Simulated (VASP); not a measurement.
BaTiO3:

```
Ba Ti O
1.0
     3.99980    0.00000    0.00000
     0.00000    3.99980    0.00000
     0.00000    0.00000    4.01800
Ba Ti O
1 1 3
Direct
  0.00000 0.00000 0.00000
  0.50000 0.50000 0.49000
  0.00000 0.50000 0.51700
  0.50000 0.00000 0.51700
  0.50000 0.50000 0.01900
```

| Property | Result |
| --- | --- |
| Program | VASP 6.6.1 |
| Task | relaxation of cell and atoms |
| Functional | PBE |
| Dispersion | D3 |
| Potentials or basis | VASP PAW PBE potentials, release 64 (Ba_sv, Ti_sv, O) |
| Cutoff | 600 eV |
| k mesh | 7 × 7 × 7 |
| Occupations | fermi-dirac, width 0.05 eV |
| Spin | no spin polarisation |

At the start: pressure 1.7 GPa; volume 12.86 Å³/atom.

Problem. Where does the relaxation end?

Solution. Over 14 steps the energy falls by 4.6 meV/atom and the volume is 13.16 Å³/atom (+2.4 %); space group P4mm (No. 99, to 0.05 Å).

The path:
| step | energy change (eV) | largest force (eV/Å) | pressure (GPa) | volume (Å³) |
| --- | --- | --- | --- | --- |
| 1 | 0.0000 | 0.2773 | 1.66 | 64.28 |
| 2 | -0.0078 | 0.2691 | -1.24 | 65.53 |
| 3 | -0.0081 | 0.2705 | -0.78 | 65.32 |
| 4 | -0.0148 | 0.1407 | -0.23 | 65.32 |
| 5 | -0.0162 | 0.0984 | 0.20 | 65.31 |
| 6 | -0.0193 | 0.0841 | 0.09 | 65.48 |
| 7 | -0.0208 | 0.1088 | 0.02 | 65.66 |
| 8 | -0.0208 | 0.1166 | 0.01 | 65.71 |
| 9 | -0.0221 | 0.0829 | 0.04 | 65.77 |
| 10 | -0.0224 | 0.0872 | 0.07 | 65.82 |
| 11 | -0.0226 | 0.0701 | -0.30 | 65.94 |
| 12 | -0.0228 | 0.0307 | -0.16 | 65.89 |
| 13 | -0.0228 | 0.0127 | 0.23 | 65.74 |
| 14 | -0.0228 | 0.0119 | 0.04 | 65.82 |

Final structure:
```
Ba Ti O
1.0
     3.98926    0.00000    0.00000
     0.00000    3.98926    0.00000
     0.00000    0.00000    4.13566
Ba Ti O
1 1 3
Direct
  0.00000 0.00000 0.99557
  0.50000 0.50000 0.47698
  0.00000 0.50000 0.51816
  0.50000 0.00000 0.51816
  0.50000 0.50000 0.03412
```
